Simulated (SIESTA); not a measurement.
## Sb under changes of volume

One of the cells (27.199 Å³/atom); the others are scaled copies at fixed shape and fractional positions:

```
CELL_PARAMETERS angstrom
0.00000 2.38695 2.38695
2.38695 0.00000 2.38695
2.38695 2.38695 0.00000
ATOMIC_POSITIONS crystal
Sb 0.00000 0.00000 0.00000
```

This isn't the form of Sb at room conditions, which is rhombohedral.

- Program: SIESTA 5.4.2
- Functional: PBEsol
- Potentials or basis: PseudoDojo 0.4 standard (PBEsol files)
- Basis: DZP (energy shift 0.003 Ry; two zetas on semicore shells)
- Grid cutoff: 500 Ry
- Energy shift: 0.003 Ry
- k mesh: 10 × 10 × 10
- Occupations: fermi-dirac, width 0.05 eV
- Spin: no spin polarisation

| volume (Å³/atom) | energy over the lowest point (meV/atom) | pressure (GPa) |
| --- | --- | --- |
| 25.066 | 31.75 | 5.8 |
| 25.599 | 16.06 | 3.9 |
| 26.133 | ? | ? |
| 27.199 | 0.00 | -0.5 |
| 27.733 | 3.75 | -1.8 |
| 28.266 | 11.63 | -2.9 |

Q: What does the run at 26.133 Å³/atom give?

A: Energy over the lowest point 6.03 meV/atom; pressure 2.3 GPa.

Worked out: A Birch-Murnaghan fit of order 3 (a polynomial in V^(-2/3)) to the other rows has its minimum at 27.00 Å³/atom with B0 = V·E''(V) = 68 GPa (rough, since the energies scatter). It gives 5.78 meV/atom at 26.133 Å³/atom, against the run's 6.03, and -dE/dV = 2.3 GPa, against 2.3.

Energies are extrapolated to zero smearing.

Caveats: the basis of atomic orbitals isn't converged, which shifts pressures, moduli and gaps.
